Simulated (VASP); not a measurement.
Mg$_{2}$Ge in VASP 6.6.1, single-point calculation

INCAR

```
ISMEAR = -1
ISIF = 2
PREC = Accurate
BMIX = 0.0001
SIGMA = 0.02
NBANDS = 16
NELM = 120
NSW = 0
LASPH = .TRUE.
GGA = PE
IBRION = -1
EDIFF = 1E-7
LREAL = .FALSE.
LWAVE = .FALSE.
ENCUT = 520
LCHARG = .FALSE.
AMIX = 0.2
```

KPOINTS

```
KPOINTS created by Atomic Simulation Environment
0
Gamma
8 8 8
0 0 0
```

POSCAR

```
Ge Mg
 1.0000000000000000
     0.0000000000000000    3.0557771880000000    3.0557771880000000
     3.0557771880000000    0.0000000000000000    3.0557771880000000
     3.0557771880000000    3.0557771880000000    0.0000000000000000
 Ge  Mg
   1   2
Cartesian
  0.0000000000000000  0.0000000000000000  0.0000000000000000
  1.5278885940000000  1.5278885940000000  1.5278885940000000
  4.5836657819999997  4.5836657819999997  4.5836657819999997
```

The recommended PBE PAW datasets give the neutral cell 18 valence electrons.

Command

```
mpirun -np 1 vasp_std
```

OSZICAR

```
N       E                     dE             d eps       ncg     rms          rms(c)
DAV:   1     0.883293271012E+02    0.88329E+02   -0.89176E+03   992   0.200E+03
DAV:   2     0.242588040796E+01   -0.85903E+02   -0.82646E+02  1080   0.417E+02
DAV:   3    -0.829999194094E+01   -0.10726E+02   -0.10692E+02  1096   0.870E+01
DAV:   4    -0.858953985237E+01   -0.28955E+00   -0.28952E+00  1152   0.148E+01
DAV:   5    -0.859531915328E+01   -0.57793E-02   -0.57793E-02  1136   0.231E+00    0.351E+00
DAV:   6    -0.831136967214E+01    0.28395E+00   -0.17072E-01  1184   0.241E+00    0.257E+00
DAV:   7    -0.812120105484E+01    0.19017E+00   -0.51733E-01  1128   0.284E+00    0.913E-01
DAV:   8    -0.811488283326E+01    0.63182E-02   -0.70433E-02  1184   0.393E+00    0.261E-01
DAV:   9    -0.811487584557E+01    0.69877E-05   -0.12399E-03  1168   0.318E-01    0.136E-01
DAV:  10    -0.811429475444E+01    0.58109E-03   -0.28487E-03  1192   0.904E-01    0.405E-02
DAV:  11    -0.811427516576E+01    0.19589E-04   -0.95169E-05  1208   0.994E-02    0.106E-02
DAV:  12    -0.811427116483E+01    0.40009E-05   -0.15377E-05  1216   0.565E-02    0.454E-03
DAV:  13    -0.811427051002E+01    0.65480E-06   -0.87830E-07  1072   0.624E-03    0.110E-03
DAV:  14    -0.811427048176E+01    0.28267E-07   -0.63654E-08   712   0.145E-03
   1 F= -.81142705E+01 E0= -.81141042E+01  d E =-.332613E-03
```

From OUTCAR

```
k-points           NKPTS =     29   k-points in BZ     NKDIM =     29   number of bands    NBANDS=     16

   NELECT =      18.0000    total number of electrons

   dimension x,y,z NGX =    32 NGY =   32 NGZ =   32
   dimension x,y,z NGXF=    64 NGYF=   64 NGZF=   64

  energy-cutoff  :      520.00
  volume of cell :       57.07
      direct lattice vectors                 reciprocal lattice vectors
     0.000000000  3.055777188  3.055777188    -0.163624495  0.163624495  0.163624495
     3.055777188  0.000000000  3.055777188     0.163624495 -0.163624495  0.163624495
     3.055777188  3.055777188  0.000000000     0.163624495  0.163624495 -0.163624495

 k-points in reciprocal lattice and weights: KPOINTS created by Atomic Simulation Env
   0.00000000  0.00000000  0.00000000       0.002
   0.12500000  0.00000000  0.00000000       0.016
   0.25000000  0.00000000  0.00000000       0.016
   0.37500000  0.00000000  0.00000000       0.016
   0.50000000  0.00000000  0.00000000       0.008
   0.12500000  0.12500000  0.00000000       0.012
   0.25000000  0.12500000  0.00000000       0.047
   0.37500000  0.12500000  0.00000000       0.047
   ...

 E-fermi :   4.3676

 k-point     1 :       0.0000    0.0000    0.0000
  band No.  band energies     occupation
      1     -19.2954      2.00000
      2     -19.2954      2.00000
      3     -19.2954      2.00000
      4     -19.2704      2.00000
      5     -19.2704      2.00000
      6      -5.9810      2.00000
      7       4.3595      1.20096
      8       4.3595      1.20075
      9       4.3595      1.20075
     10       6.1691      0.00000
     11       7.4837      0.00000
     12       7.4837      0.00000
     13       7.4837      0.00000
     14      10.7224      0.00000
     15      10.7224      0.00000
     16      11.8208      0.00000

 k-point     2 :       0.1250    0.0000    0.0000
  band No.  band energies     occupation
      1     -19.2954      2.00000
      2     -19.2952      2.00000
      3     -19.2952      2.00000
      4     -19.2704      2.00000
      5     -19.2704      2.00000
      6      -5.8319      2.00000
      7       3.0156      2.00000
      8       4.1939      1.99966
      9       4.1939      1.99966
     10       6.6203      0.00000
     11       7.7828      0.00000
     12       7.7828      0.00000
     13       8.1754      0.00000
     14       9.9173      0.00000
     15       9.9173      0.00000
     16      11.5142      0.00000

 k-point     3 :       0.2500    0.0000    0.0000
  band No.  band energies     occupation
      1     -19.2953      2.00000
      2     -19.2945      2.00000
      3     -19.2945      2.00000
      4     -19.2703      2.00000
      5     -19.2703      2.00000
      6      -5.4106      2.00000
      7       1.1908      2.00000
      8       3.8898      2.00000
      9       3.8898      2.00000
     10       6.3382      0.00000
     11       7.8836      0.00000
     12       7.8836      0.00000
     13       9.7479      0.00000
     14       9.9550      0.00000
     15       9.9550      0.00000
     16      11.0271      0.00000

 ...

  Total        3.5142083      3.5142083      3.5142083      0.0000000      0.0000000      0.0000000
  in kB       98.6604380     98.6604380     98.6604380      0.0000000      0.0000000      0.0000000
  external PRESSURE =      98.6604380 kB  Pullay stress =       0.0000000 kB

 POSITION                                       TOTAL-FORCE (eV/Angst)
 -----------------------------------------------------------------------------------
      0.00000      0.00000      0.00000         0.000000      0.000000     -0.000000
      1.52789      1.52789      1.52789        -0.000000     -0.000000     -0.000000
      4.58367      4.58367      4.58367         0.000000      0.000000      0.000000
 -----------------------------------------------------------------------------------
    total drift:                                0.000000     -0.000000      0.000000

  FREE ENERGIE OF THE ION-ELECTRON SYSTEM (eV)
  ---------------------------------------------------
  free  energy   TOTEN  =        -8.1142704818 eV

  energy  without entropy=       -8.1139378685  energy(sigma->0) =       -8.11410418
```

It converged. Results: gap between bands v and c on the k mesh 0.02 eV; least direct gap on the k mesh 1.81 eV; pressure 9.9 GPa. Band v is the last that the valence electrons fill when counted band by band, and c is the next.

For comparison, a separate PBE run of the intended cell, on usual settings and not on those above, gives a gap of 0.02 eV on its mesh and a pressure of 9.8 GPa.

The run above took about 16 s on one core of a shared host (Intel Xeon Platinum 8488C) and held 0.18 GiB at most.
